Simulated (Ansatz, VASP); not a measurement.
## Two plane-wave programs on SiGe

File INCAR:

```
SYSTEM = SiGe
ALGO     = Normal         ! electronic algorithm
EDIFF    = 1E-6           ! SCF threshold, eV
ENCUT    = 520            ! plane-wave cutoff, eV
GGA      = PS             ! functional
ISIF     = 2              ! what is computed and relaxed
ISMEAR   = 0              ! smearing method
LASPH    = .TRUE.         ! aspherical terms in the spheres
LCHARG   = .FALSE.        ! write CHGCAR
LREAL    = .FALSE.        ! projectors in reciprocal space
LWAVE    = .FALSE.        ! write WAVECAR
NBANDS   = 26             ! bands
NELM     = 100            ! most SCF steps
PREC     = Accurate       ! precision mode
SIGMA    = 0.03           ! smearing width, eV
```

Contents of KPOINTS:

```
k-points
0
G
  12 12 6
  0 0 0
```

POSCAR

```
SiGe
1.0
    3.9005968931      0.0000000000      0.0000000000
   -1.9502984466      3.3780159994      0.0000000000
    0.0000000000      0.0000000000      5.7185110852
Si Ge
2 2
Direct
    0.6666666667      0.3333333333      0.8745463420
    0.3333333333      0.6666666667      0.3745463420
    0.6666666667      0.3333333333      0.5004526580
    0.3333333333      0.6666666667      0.0004526580
```

Input for Ansatz:

```yaml
crystal:
  lattice:
    - [3.9005968931, 0.0, 0.0]
    - [-1.9502984466, 3.3780159994, 0.0]
    - [0.0, 0.0, 5.7185110852]
  atoms:
    - { symbol: Si, position: [0.6666666667, 0.3333333333, 0.874546342] }
    - { symbol: Si, position: [0.3333333333, 0.6666666667, 0.374546342] }
    - { symbol: Ge, position: [0.6666666667, 0.3333333333, 0.500452658] }
    - { symbol: Ge, position: [0.3333333333, 0.6666666667, 0.000452658] }
basis:
  ecutwfc: 420
kpoints:
  mp_grid: { grid: [12, 12, 6] }
hamiltonian:
  xc: pbesol
scf:
  occupations: { method: gaussian, width: 0.03 }
output:
  forces: true
  stress: true
  eigenvalues: true
```

Change from the starting cell: strain -0.1125 x Voigt [0, 0, 1, 0, 0, 0], atoms carried along.

Alike in both runs: task single point; functional PBEsol; k mesh 12 × 12 × 6; occupations gaussian, width 0.03 eV; no spin polarisation.

```csv
,VASP,Ansatz
version,VASP 6.6.1,Ansatz 0.2.0
potentials or method,"VASP PAW PBE potentials, release 64 (Si, Ge_d)","scalar-relativistic, plane waves, PAW"
plane-wave cutoff (eV),520,420
valence electrons in the cell,36,36
```

Ansatz gave:

* gap on the k mesh at the Fermi level (eV): none
* pressure (GPa): 15.4
* largest component of the traceless stress (GPa): 26.88
* rms of the force components (eV/Å): 1.461

Question: Estimate VASP's values.

Answer: gap on the k mesh at the Fermi level (eV): none; pressure (GPa): 15.4; largest component of the traceless stress (GPa): 26.89; rms of the force components (eV/Å): 1.455.

Atom by atom the forces differ by 0.006 eV/Å (rms over components). A gap of «none» marks a metal or a gap that the smearing closes.

Caveats: so large a pressure means that the cell lies far from this level's equilibrium, or that cutoff or potentials fall short (VASP); the potentials were made for another functional, which shifts forces and pressure (VASP).
